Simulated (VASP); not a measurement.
# ZnSe (F-43m) in VASP: notebook

One crystal, ZnSe, is run at these levels: PBEsol; tasks: relaxation of cell and atoms.

All numbers are computed with VASP 6.6.1; they aren't measurements. Logs are shortened: lines on timing, memory, paths and dates and some standing lists are left out, and cuts for length are marked.

**1. Starting point**

It takes space group F-43m (No. 216, cubic). Conventional cell: a = 5.668 Å, b = 5.668 Å, c = 5.668 Å, α = 90.00°, β = 90.00°, γ = 90.00°. Zn (site symmetry -43m) is surrounded by 4 Se at 2.45 Å. Se (site symmetry -43m) has 4 Zn at 2.45 Å as nearest neighbours.

**2. Relaxation of cell and atoms, PBEsol**

Input file INCAR:

```
ALGO = Normal
EDIFF = 1E-6
EDIFFG = -0.01
ENCUT = 600
GGA = PS
IBRION = 2
ISIF = 3
ISMEAR = 0
LASPH = True
LCHARG = False
LREAL = False
LWAVE = False
NELM = 80
NSW = 90
PREC = Accurate
SIGMA = 0.03
```

Input file KPOINTS:

```
k-points
0
Gamma
  8 8 8
```

Input file POSCAR:

```
ZnSe
1.0
    0.0000000000      2.8338000000      2.8338000000
    2.8338000000      0.0000000000      2.8338000000
    2.8338000000      2.8338000000      0.0000000000
Zn Se
1 1
Direct
    0.0000000000      0.0000000000      0.0000000000
    0.2500000000      0.2500000000      0.2500000000
```

Potentials or basis: VASP PAW PBE potentials, release 64 (Zn, Se).

Started as:

```
> cat potpaw_PBE.64/Zn/POTCAR potpaw_PBE.64/Se/POTCAR > POTCAR
> mpirun -np 1 vasp_std > vasp.out
```

OUTCAR:

```text
EDIFF = 1E-6
   EDIFFG = -0.01
   ENCUT = 600
   GGA = PS
   IBRION = 2
   ISIF = 3
   ISMEAR = 0
   LASPH = True
   LREAL = False
   NELM = 80
   NSW = 90
   PREC = Accurate

 ion  position               nearest neighbor table
   1  0.000  0.000  0.000-   2 2.45   2 2.45   2 2.45   2 2.45
   2  0.250  0.250  0.250-   1 2.45   1 2.45   1 2.45   1 2.45

  LATTYP: Found a face centered cubic cell.
 ALAT       =     5.6676000000

  Lattice vectors:

 A1 = (   0.0000000000,   2.8338000000,   2.8338000000)
 A2 = (   2.8338000000,   0.0000000000,   2.8338000000)
 A3 = (   2.8338000000,   2.8338000000,   0.0000000000)

Analysis of symmetry for initial positions (statically):
=====================================================================
 Subroutine PRICEL returns:
 Original cell was already a primitive cell.

 Routine SETGRP: Setting up the symmetry group for a
 face centered cubic supercell.

 Subroutine GETGRP returns: Found 24 space group operations
 (whereof 24 operations were pure point group operations)
 out of a pool of 48 trial point group operations.

The static configuration has the point symmetry T_d .

Analysis of symmetry for dynamics (positions and initial velocities):
=====================================================================
 Subroutine PRICEL returns:
 Original cell was already a primitive cell.

 Routine SETGRP: Setting up the symmetry group for a
 face centered cubic supercell.

 Subroutine GETGRP returns: Found 24 space group operations
 (whereof 24 operations were pure point group operations)
 out of a pool of 48 trial point group operations.

The dynamic configuration has the point symmetry T_d .

 Subroutine INISYM returns: Found 24 space group operations
 (whereof 24 operations are pure point group operations),
 and found     1 'primitive' translations

----------------------------------------------------------------------------------------

                                     Primitive cell

  volume of cell :      45.5132

  direct lattice vectors                    reciprocal lattice vectors
     0.000000000  2.833800000  2.833800000    -0.176441527  0.176441527  0.176441527
     2.833800000  0.000000000  2.833800000     0.176441527 -0.176441527  0.176441527
[... 100 lines left out ...]
   ISMEAR =     0;   SIGMA  =   0.03  broadening in eV -4-tet -1-fermi 0-gaus
   EFERMI_NEDOS =   21; number of points for ismear=-14 and -15
   IALGO  =     38    algorithm
   IMIX   =      4    mixing-type and parameters
     AMIX     =   0.40;   BMIX     =  1.00
     AMIX_MAG =   1.60;   BMIX_MAG =  1.00
  volume/ion in A,a.u.               =      22.76       153.57
  Fermi-wavevector in a.u.,A,eV,Ry     =   1.201673  2.270834 19.647073  1.444019
  Thomas-Fermi vector in A             =   2.337476
   LORBIT       =      0    0 simple, 1 ext, 2 COOP (PROOUT), +10 PAW based schemes
   GGA     = PS    functional components
   LHFCALC =     F    Hartree Fock is set to
   AEXX    =    0.0000 exact exchange contribution
   IVDW    =     0    specifies the selected vdW correction
   LEPSILON=     F    determine dielectric tensor
   LRPA    =     F    only Hartree local field effects (RPA)
 conjugate gradient relaxation of ions
 non-spin polarized calculation
 Gauss-broadening in eV      SIGMA  =   0.03
  energy-cutoff  :      600.00
  volume of cell :       45.51
 maximum number of plane-waves:      1540
   NGX = 17   NGY = 17   NGZ = 17

--------------------------------------- Ionic step        1  -------------------------------------------

 number of electron      17.9999991 magnetization

 Free energy of the ion-electron system (eV)
  ---------------------------------------------------
  ext. energy  EPLUGINS =         0.00000000
  ---------------------------------------------------
  free energy    TOTEN  =        -6.77138296 eV

  energy without entropy =       -6.77138296  energy(sigma->0) =       -6.77138296

------------------------ aborting loop because EDIFF is reached ----------------------------------------

  FORCE on cell =-STRESS in cart. coord.  units (eV):
  Direction    XX          YY          ZZ          XY          YZ          ZX
  --------------------------------------------------------------------------------------
  -------------------------------------------------------------------------------------
  Total       -0.2581473     -0.2581473     -0.2581473      0.0000000      0.0000000      0.0000000
  in kB       -9.0874181     -9.0874181     -9.0874181      0.0000000      0.0000000      0.0000000
  external PRESSURE =      -9.0874181 kB  Pullay stress =       0.0000000 kB
[... 59 lines left out ...]
--------------------------------------- Ionic step        3  -------------------------------------------

 number of electron      17.9999986 magnetization

 Free energy of the ion-electron system (eV)
  ---------------------------------------------------
  ext. energy  EPLUGINS =         0.00000000
  ---------------------------------------------------
  free energy    TOTEN  =        -6.77324114 eV

  energy without entropy =       -6.77324114  energy(sigma->0) =       -6.77324114

 E-fermi :   1.7391     XC(G=0):  -9.5897

 val. band max:        1.6082360552   @ k =   0.0000   0.0000   0.0000
 cond. band min:       2.8344949646   @ k =   0.0000   0.0000   0.0000
 fundamental gap:      1.2262589094
 Fermi energy:         1.7390871921

 k-point     1 :       0.0000    0.0000    0.0000
  band No.  band energies     occupation
      1     -11.7685      2.00000
      2      -5.0013      2.00000
      3      -5.0013      2.00000
      4      -5.0013      2.00000
      5      -4.6170      2.00000
      6      -4.6170      2.00000
      7       1.6082      2.00000
      8       1.6082      2.00000
      9       1.6082      2.00000
     10       2.8345      0.00000
     11       7.3353      0.00000
     12       7.3353      0.00000
     13       7.3353      0.00000
[... 354 lines left out ...]
  band No.  band energies     occupation
      1     -10.8096      2.00000
      2      -4.8969      2.00000
      3      -4.8562      2.00000
      4      -4.6529      2.00000
      5      -4.6102      2.00000
      6      -4.4010      2.00000
      7      -3.4113      2.00000
      8      -0.8845      2.00000
      9       0.0901      2.00000
     10       5.8074      0.00000
     11       7.0234      0.00000
     12       8.9811      0.00000
     13      10.2159      0.00000

 [... further k-points ...]
[... 5 lines left out ...]
  --------------------------------------------------------------------------------------
  -------------------------------------------------------------------------------------
  Total        0.0026510      0.0026510      0.0026510     -0.0000000     -0.0000000      0.0000000
  in kB        0.0946312      0.0946312      0.0946312     -0.0000000     -0.0000000      0.0000000
  external PRESSURE =       0.0946312 kB  Pullay stress =       0.0000000 kB
[... 17 lines left out ...]
  FREE ENERGIE OF THE ION-ELECTRON SYSTEM (eV)
  ---------------------------------------------------
  free  energy   TOTEN  =        -6.7732411403 eV

  energy  without entropy=       -6.7732411403  energy(sigma->0) =       -6.77324114

 reached required accuracy - stopping structural energy minimisation
```

Run time: 20 s. Hardware: 1 thread of Intel Xeon 6975P-C (Granite Rapids), shared host; peak memory 0.19 GiB.

What came out:

| Item | Value |
| --- | --- |
| Free energy | -6.7732 eV |
| Relaxed volume | 22.44 Å³/atom |
| Relaxed cell | a = 3.989 Å, b = 3.989 Å, c = 3.989 Å, α = 60.00°, β = 60.00°, γ = 60.00° |
| Space group after relaxing (to 0.05 Å) | F-43m (No. 216) |
| Energy gained by relaxing | 0.9 meV/atom |
| Ionic steps | 3 |
| Pressure after relaxing | 0.0 GPa |
| Band gap on the k mesh | 1.23 eV, direct |

Step by step:
```tsv
step	energy change (eV)	largest force (eV/Å)	pressure (GPa)	volume (Å³)
1	0.0000	0.0000	-0.91	45.51
2	-0.0017	0.0000	0.45	44.67
3	-0.0019	0.0000	0.01	44.88
```

Final structure:
```
Zn Se
1.0
     0.00000    2.82066    2.82066
     2.82066    0.00000    2.82066
     2.82066    2.82066    0.00000
Zn Se
1 1
Direct
  0.00000 0.00000 0.00000
  0.25000 0.25000 0.25000
```

Levels at points of the mesh, in eV from the valence-band top:
```
           k point  band 5  band 6  band 7  band 8  band 9  band 10  band 11  band 12  band 13
(0.00, 0.00, 0.00)   -6.23   -6.23    0.00    0.00    0.00     1.23     5.73     5.73     5.73
(0.50, 0.00, 0.00)   -6.21   -6.06   -5.37   -0.90   -0.90     2.47     6.30     6.30     8.44
(0.50, 0.50, 0.00)   -6.17   -6.04   -4.85   -2.26   -2.26     2.81     3.37    10.71    11.27
```

Caveat: the PAW data sets were made with another functional, which shifts forces and pressure a little. As with any semilocal functional, this PBEsol gap is likely too small.

**3. Relaxation of cell and atoms, PBEsol**

This run uses another cell than the first one, of 22.44 Å³/atom, 0.986 times its volume.

Edit INCAR of step 2 so:

```diff
@@ -1,4 +1,4 @@
 ALGO = Normal
-EDIFF = 1E-6
-EDIFFG = -0.01
+EDIFF = 1E-7
+EDIFFG = -0.005
 ENCUT = 600
```

KPOINTS is that of step 2.

Input file POSCAR:

```
ZnSe                                    
1.0
   -0.0000000000      2.8206646090      2.8206646090
    2.8206646090     -0.0000000000      2.8206646090
    2.8206646090      2.8206646090      0.0000000000
  Zn              Se            
     1     1
Direct
     0.0000000000000000    0.0000000000000000    0.0000000000000000
     0.2500000000000000    0.2500000000000000    0.2500000000000000
```

Potentials or basis: VASP PAW PBE potentials, release 64 (Zn, Se).

Started as:

```
> cat potpaw_PBE.64/Zn/POTCAR potpaw_PBE.64/Se/POTCAR > POTCAR
> mpirun -np 1 vasp_std > vasp.out
```

It took 11 s on 1 thread of Intel Xeon 6975P-C (Granite Rapids), shared host; peak memory 0.18 GiB.

Results (log left out):

```
Free energy             : -6.7731 eV
Pressure after relaxing : 0.0 GPa
Band gap on the k mesh  : 1.23 eV, direct
```

Final structure:
```
Zn Se
1.0
     0.00000    2.82066    2.82066
     2.82066    0.00000    2.82066
     2.82066    2.82066    0.00000
Zn Se
1 1
Direct
  0.00000 0.00000 0.00000
  0.25000 0.25000 0.25000
```

Levels at points of the mesh, in eV from the valence-band top:
| k point | band 6 | band 7 | band 8 | band 9 | band 10 | band 11 | band 12 | band 13 |
| --- | --- | --- | --- | --- | --- | --- | --- | --- |
| (0.00, 0.00, 0.00) | -6.22 | 0.00 | 0.00 | 0.00 | 1.23 | 5.73 | 5.73 | 5.73 |
| (0.50, 0.00, 0.00) | -6.06 | -5.37 | -0.90 | -0.90 | 2.47 | 6.30 | 6.30 | 8.44 |
| (0.50, 0.50, 0.00) | -6.04 | -4.85 | -2.26 | -2.26 | 2.81 | 3.37 | 10.71 | 11.27 |

Caveat: the relaxation stopped at its first step, so nothing moved; the PAW data sets were made with another functional, which shifts forces and pressure a little. A hybrid or GW would open this gap; PBEsol tends to underestimate it.
